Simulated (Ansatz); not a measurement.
# Te2Mo: the cost of one run

Method: DFT PBE+D3(BJ), scalar-relativistic, plane waves, PAW, in Ansatz 0.2.0.

4 further runs of the same task are left out: 4 set aside as unsound or not needed.

**1. The structure to begin with**

The structure is hexagonal, space group P6_3/mmc (No. 194). The conventional cell has a = 3.496 Å, b = 3.496 Å, c = 13.703 Å, α = 90.00°, β = 90.00°, γ = 120.00°. Around Te (site symmetry 3m) lie 3 Mo at 2.72 Å. Around Mo (site symmetry -6m2) lie 6 Te at 2.72 Å.

Structure file:

```cif
data_structure
_symmetry_space_group_name_H-M 'P6_3/mmc'
_symmetry_Int_Tables_number 194
_cell_length_a 3.4965
_cell_length_b 3.4965
_cell_length_c 13.7032
_cell_angle_alpha 90.000
_cell_angle_beta 90.000
_cell_angle_gamma 120.000
_cell_volume 145.08
loop_
_atom_site_label
_atom_site_type_symbol
_atom_site_symmetry_multiplicity
_atom_site_Wyckoff_symbol
_atom_site_fract_x
_atom_site_fract_y
_atom_site_fract_z
_atom_site_occupancy
Te1 Te 4 f 0.33333 0.66667 0.61737 1
Mo1 Mo 2 c 0.33333 0.66667 0.25000 1
```

It is the result of an earlier relaxation at this level (volume 24.18 Å³/atom; gap on the mesh: 0.68 eV).

**2. The grid**

Atoms count from 1 in the order of the input.

The upper layer of a bilayer is slid along a line and lifted, both layers rigid.

First coordinate, slide of the upper layer along the first surface vector, from Te4 above Te3: 6 values from 0.00 to 2.92 Å, periodic. Second coordinate, distance between the facing planes of atoms: 6 values from 3.13 to 4.93 Å.

Nothing else is relaxed. Energies count from the two layers apart. Points are written as (first, second).

**3. The run at (0.58 Å, 3.13 Å)**

A dipole layer in the vacuum cancels the field that periodic copies would set up if the slab's two faces differ.

input.yaml

```yaml
crystal:
  lattice:
    - [3.5038818256, 0.0, 0.0]
    - [-1.7519409128, 3.0344506729, 0.0]
    - [0.0, 0.0, 24.7677191314]
  atoms:
    - { symbol: Te, position: [0.3333333333, 0.6666666667, 0.1816881069] }
    - { symbol: Mo, position: [0.6666666667, 0.3333333333, 0.2550468919] }
    - { symbol: Te, position: [0.3333333333, 0.6666666667, 0.3284056769] }
    - { symbol: Te, position: [0.5, 0.6666666667, 0.454779849] }
    - { symbol: Mo, position: [0.1666666667, 1.0, 0.528138634] }
    - { symbol: Te, position: [0.5, 0.6666666667, 0.601497419] }
basis:
  ecutwfc: 420
kpoints:
  mp_grid: { grid: [9, 9, 1] }
hamiltonian:
  xc: pbe
  pseudopotentials: { kind: paw, azcp: { folder: soft_1 } }
  dispersion: d3bj
scf:
  occupations: { method: gaussian, width: 0.05 }
output:
  forces: true
  eigenvalues: true
efield:
  axis: 3
  dipole_correction: true
  ramp_width: 0.04
```

Command:

```bash
$ ansatz run input.yaml --threads 2 --pin off --max-ram 6144MiB --backend cpu --events-out ev --progress --plain --runs-dir out
```

**Question.** How long does this run take on 2 threads of Arm Neoverse N1, shared host, and how much memory does it need?

About 66 s, with a peak of 0.74 GiB.
